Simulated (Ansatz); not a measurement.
# WC (Cmmm) in Ansatz: further runs

Runs on WC. Level: PBE. Tasks: single point.

All numbers are computed with Ansatz 0.2.0; they aren't measurements. Logs are shortened: lines on timing, memory, paths and dates and some standing lists are left out, and cuts for length are marked.

## 1. The crystal as given

Symmetry: Cmmm, No. 65, orthorhombic system. The conventional cell has a = 3.281 Å, b = 4.236 Å, c = 4.309 Å, α = 90.00°, β = 90.00°, γ = 90.00°. W (site symmetry mmm) has 4 W at 2.68 Å and 8 C at 2.71 to 3.02 Å as nearest neighbours. Around C (site symmetry mmm) lie 4 C at 2.68 Å and 8 W at 2.71 to 3.02 Å.

The cell was built by a generator and needn't be a form met in nature.

## 2. Single point, PBE

Input file input.yaml:

```yaml
crystal:
  lattice:
    - [1.64034611, -2.1180379, 0.0]
    - [1.64034611, 2.1180379, 0.0]
    - [0.0, 0.0, 4.3094211]
  atoms:
    - { symbol: W, position: [0.5, 0.5, 0.5] }
    - { symbol: C, position: [0.0, 0.0, 0.0] }
hamiltonian:
  xc: pbe
  pseudopotentials: { kind: paw }
kpoints:
  mp_grid: { grid: [10, 10, 6] }
scf:
  occupations: { method: gaussian, width: 0.025 }
output:
  forces: true
  stress: true
  eigenvalues: true
```

Potentials or basis: Ansatz PAW.

The run is started by

```console
ansatz run input.yaml --threads 2 --pin off --max-ram 5632MiB --backend cpu --events-out ev --progress --plain --runs-dir out
```

The program printed:

```text
Warning: RAYON_NUM_THREADS=2 ignored (pool sized by the plan → 2); use --threads N
Engine: ansatz 0.2.0, aarch64-unknown-linux-gnu
Pseudopotentials: kind: paw
Pseudopotential: W, paw, valence charge 14, recommended cutoff 420 eV (normal), W.paw.azcp
Pseudopotential: C, paw, valence charge 4, recommended cutoff 420 eV (normal), C.paw.azcp
Functional definition: PBE
  parameter kappa = 0.804
  parameter beta = 0.06672455060314922
  exchange = pbe_x(kappa = kappa, mu = beta*pi^2/3)
  correlation = pbe_c(beta = beta)
Crystal: 2 atoms, lattice volume = 29.945 Å³
Basis set: ecut = 420 eV, 577 PW (Γ), exchange–correlation on 36×36×60 points (8 copies of the dense FFT grid, shifted against one another)
Bands: 13, of which v1, the nominal top of the filled ones, is band 9 counted from 1 (8 counted from 0)
Symmetry: 8 space group operations
Space group: Cmmm (ITA 65), of the structure as read, at distance tolerance 3.1e-5 Å
k-points: 124 of 600
Non-local potential: W, projectors of the file, l = 0: 3, l = 1: 2, l = 2: 2, l = 3: 1
Non-local potential: C, projectors of the file, l = 0: 2, l = 1: 2, l = 2: 1
PAW form: soft (Blöchl's): semilocal exchange-correlation on the pseudo side does not see the compensation charge
PAW one-centre angular grid: W, 590 points (default); XC on 64 Gauss nodes
PAW one-centre angular grid: C, 110 points (default); XC on 64 Gauss nodes
Initial density: superposition of atomic densities (neutral atoms: chi_scale 0, normalization atom), corrected by the library's trained network
Initial wavefunctions: pseudopotential atomic-orbital guess
Functional: x = pbe(κ = 0.804, μ = 0.2195149727645171), c = pbe(β = 0.06672455060314922)
SCF iter   1: F=—  HF=-10630.275991 eV  |F-HF|=—  |Δ(HF+E_count)|=         —  Δρ=8.08e-3  dr2=1.50e-2  ethr=1.77e-3  ⟨swp⟩=5.9  Hψ=7964  notcnv=0
preconditioner: auto → none  [insulator: Δε(μ)=0.035 eV  Ē_g=6.205 eV  σ=0.025 eV  W_gap=0.63  n_scr=6 (ndim 8)  ℏωp=21.5 eV  f_vac=0.000  D(μ)=1.39/eV (n_scr^D=14)  ε∞_Penn≈13.0]
SCF iter   2: F=—  HF=-10630.275006 eV  |F-HF|=—  |Δ(HF+E_count)|=   9.86e-4  Δρ=3.35e-3  dr2=1.98e-3  ethr=8.31e-5  ⟨swp⟩=2.0  Hψ=2950  notcnv=0  defer=19
SCF iter   3: F=—  HF=-10630.275139 eV  |F-HF|=—  |Δ(HF+E_count)|=   1.34e-4  Δρ=5.36e-4  dr2=2.65e-5  ethr=1.10e-5  ⟨swp⟩=1.3  Hψ=1707  notcnv=0  defer=24
SCF iter   4: F=—  HF=-10630.275170 eV  |F-HF|=—  |Δ(HF+E_count)|=   3.04e-5  Δρ=7.98e-5  dr2=9.47e-7  ethr=1.47e-7  ⟨swp⟩=2.3  Hψ=2292  notcnv=0  defer=24
iter 5 did not close the SCF: its close was put off for the readings that it lacked (scf_convergence_deferred on its scf_iter line)
SCF iter   5: F=-10630.275170 eV  HF=-10630.275170 eV  |F-HF|=9.37e-9  |Δ(HF+E_count)|=   5.79e-7  Δρ=1.14e-5  dr2=1.81e-8  ethr=5.26e-9  ⟨swp⟩=2.5  Hψ=2456  notcnv=0  defer=24
SCF iter   6: F=-10630.275170 eV  HF=-10630.275170 eV  |F-HF|=2.11e-10  |Δ(HF+E_count)|=   1.44e-8  Δρ=2.26e-6  dr2=6.37e-10  ethr=1.00e-10  ⟨swp⟩=2.7  Hψ=5922  notcnv=0
SCF 1 converged in 6 iterations: F = -10630.275170 eV  dr2 = 6.37e-10
SCF converged after 6 iterations
Free energy (F): -10630.275170 eV
Harris-Foulkes:  -10630.275170 eV  (|F-HF|=2.11e-10)
Internal energy: -10630.274586 eV  (E = F + TS)
E sigma→0 (E₀):  -10630.274878 eV
Entropy (-TS):   -0.000585 eV (-0.292 meV/atom)
Fermi energy:    13.710985 eV
--- Per-component energies (eV) ---
  E_band       = -178.182547
  E_kinetic    = 517.335656
  E_local      = -1022.235527  (includes V_loc(G=0)·N_el)
  E_nonlocal   = 29.428817
  E_hartree    = 357.751719
  E_xc         = -308.077254
  E_vxc        = -289.173058  (∫ρ·V_xc dr)
  E_paw        = -8659.637798  (= ΣΔE_a)
  E_vpaw       = -129.041178  (= ΣTr[D̂ρ^β])
  E_aug_tail   = -0.000072  (compensation charges beyond the density's cutoff)
  E_ewald      = -1544.840126
  E_smearing   = -0.000585  (= −TS)
  E_closure    = 0.000000  (closes the sum)
  Σ components = -10630.275170   (vs F -10630.275170, Δ=0.00e0)
--- Forces (eV/Å), atoms counted from 1 ---
  atom   1  W      0.00000000     0.00000000     0.00000000
  atom   2  C      0.00000000     0.00000000     0.00000000
  max |Σ_I F_I| component: 0.00e0 eV/Å
--- Stress (GPa, compression-positive) ---
      -35.210071       0.000000       0.000000
        0.000000      -2.293815       0.000000
        0.000000       0.000000     -58.899955
  P = ⅓ Tr σ = -32.1346 GPa (-321.346 kbar)
--- Band table (eV; the first three rows and the last of 124) ---
  k-point 0: bands = ["-61.0136", "-25.3578", "-24.7076", "-24.4468", "1.4145", "8.1163", "10.2908", "10.4965", "15.5189", "15.7713", "15.8089", "16.3623", "16.4155"]
  k-point 1: bands = ["-61.0136", "-25.3596", "-24.7075", "-24.4468", "1.6017", "7.4688", "10.2972", "10.7033", "14.7123", "16.0931", "16.1587", "16.7451", "16.7920"]
  k-point 2: bands = ["-61.0135", "-25.3632", "-24.7073", "-24.4467", "2.0610", "6.3410", "10.3101", "10.9429", "14.1131", "15.8350", "16.2711", "17.2520", "17.7068"]
  k-point 123: bands = ["-60.8620", "-25.6585", "-25.3401", "-25.1333", "6.3355", "8.0187", "8.6881", "10.8292", "13.9173", "14.7734", "16.3522", "17.3285", "17.8712"]
```

Run time: 1.1 s. Hardware: 2 threads of Arm Neoverse V2, shared host; peak memory 0.32 GiB.

What came out:

```
Free energy            : -10630.2752 eV
Pressure               : -32.1 GPa
Band gap on the k mesh : none (metal or under the smearing width)
```

Levels at points of the mesh, in eV from the Fermi level:
| k point | band 6 | band 7 | band 8 | band 9 | band 10 | band 11 | band 12 | band 13 |
| --- | --- | --- | --- | --- | --- | --- | --- | --- |
| (0.00, 0.00, 0.00) | -5.59 | -3.42 | -3.21 | 1.81 | 2.06 | 2.10 | 2.65 | 2.70 |
| (0.00, 0.00, -0.50) | -7.94 | -3.39 | -2.68 | 0.20 | 2.03 | 2.58 | 3.66 | 4.40 |
| (0.00, -0.50, 0.00) | -5.84 | -4.82 | -3.71 | 1.84 | 1.87 | 2.58 | 3.50 | 4.33 |
| (0.00, -0.50, -0.50) | -4.49 | -3.94 | -2.49 | -0.69 | 0.21 | 2.20 | 2.35 | 2.61 |
| (-0.50, -0.50, 0.00) | -3.75 | -3.31 | -2.62 | -0.90 | -0.75 | -0.20 | 0.99 | 6.05 |
| (-0.50, -0.50, -0.50) | -5.69 | -5.02 | -2.88 | 0.21 | 1.06 | 2.64 | 3.62 | 4.16 |

Caveat: a pressure of tens of GPa on the cell as given is suspect, and the run, the potentials or the cell itself is likely at fault.

## 3. Single point, PBE

input.yaml: that of step 2 with these lines changed.

```diff
@@ -14,3 +14,3 @@
 scf:
-  occupations: { method: gaussian, width: 0.025 }
+  occupations: { method: gaussian, width: 0.026 }
 output:
```

Potentials or basis: Ansatz PAW.

The run is started by

```console
ansatz run input.yaml --threads 2 --pin off --max-ram 5632MiB --backend cpu --events-out ev --progress --plain --runs-dir out
```

Wall time 1.1 s (2 threads of Arm Neoverse V2, shared host); peak memory 0.32 GiB.

Results (log left out):

| Property | Result |
| --- | --- |
| Free energy | -10630.2752 eV |
| Pressure | -32.1 GPa |
| Band gap on the k mesh | none (metal or under the smearing width) |

Stress tensor (GPa, compression positive):
```
-35.21   0.00   0.00
  0.00  -2.30   0.00
  0.00   0.00 -58.90
```

Levels at points of the mesh, in eV from the Fermi level:
```csv
k point,band 6,band 7,band 8,band 9,band 10,band 11,band 12,band 13
"(0.00, 0.00, 0.00)",-5.59,-3.42,-3.21,1.81,2.06,2.10,2.65,2.70
"(0.00, 0.00, -0.50)",-7.94,-3.39,-2.68,0.20,2.03,2.58,3.67,4.40
"(0.00, -0.50, 0.00)",-5.83,-4.82,-3.71,1.84,1.87,2.58,3.50,4.33
"(0.00, -0.50, -0.50)",-4.49,-3.94,-2.49,-0.69,0.21,2.20,2.35,2.61
"(-0.50, -0.50, 0.00)",-3.75,-3.30,-2.62,-0.90,-0.75,-0.20,0.99,6.05
"(-0.50, -0.50, -0.50)",-5.69,-5.02,-2.88,0.21,1.06,2.64,3.62,4.16
```

Caveat: a pressure of tens of GPa on the cell as given is suspect, and the run, the potentials or the cell itself is likely at fault.
